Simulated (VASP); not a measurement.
# Pd under changes of volume

One of the cells (14.607 Å³/atom); the others are scaled copies at fixed shape and fractional positions:

```xyz
2
Lattice="2.7180 0.0000 0.0000 -1.3590 2.3539 0.0000 0.0000 0.0000 4.5663" Properties=species:S:1:pos:R:3 pbc="T T T"
Pd    0.0000    1.5692    1.1416
Pd    1.3590    0.7846    3.4247
```

This isn't the form of Pd at room conditions, which is fcc.

| Item | Value |
| --- | --- |
| Program | VASP 6.6.1 |
| Functional | PBEsol |
| Potentials or basis | VASP PAW PBE potentials, release 64 (Pd) |
| Cutoff | 520 eV |
| k mesh | 10 × 10 × 6 |
| Occupations | fermi-dirac, width 0.05 eV |
| Spin | no spin polarisation |

```csv
volume (Å³/atom),energy over the lowest point (meV/atom),pressure (GPa)
14.023,15.93,9.3
14.315,?,?
14.607,0.00,0.1
14.900,3.61,-3.7
15.192,13.69,-7.1
```

What does the run at 14.315 Å³/atom give?

Energy over the lowest point 3.77 meV/atom; pressure 4.4 GPa.

Worked out: A Birch-Murnaghan fit of order 2 (a polynomial in V^(-2/3)) to the other rows has its minimum at 14.61 Å³/atom with B0 = V·E''(V) = 202 GPa at fixed shape and positions, which overstates the stiffness. It gives 3.92 meV/atom at 14.315 Å³/atom, against the run's 3.77, and -dE/dV = 4.3 GPa, against 4.4.

Energies are extrapolated to zero smearing.

Caveats: the PAW data sets were made with another functional, which shifts forces and pressure a little.
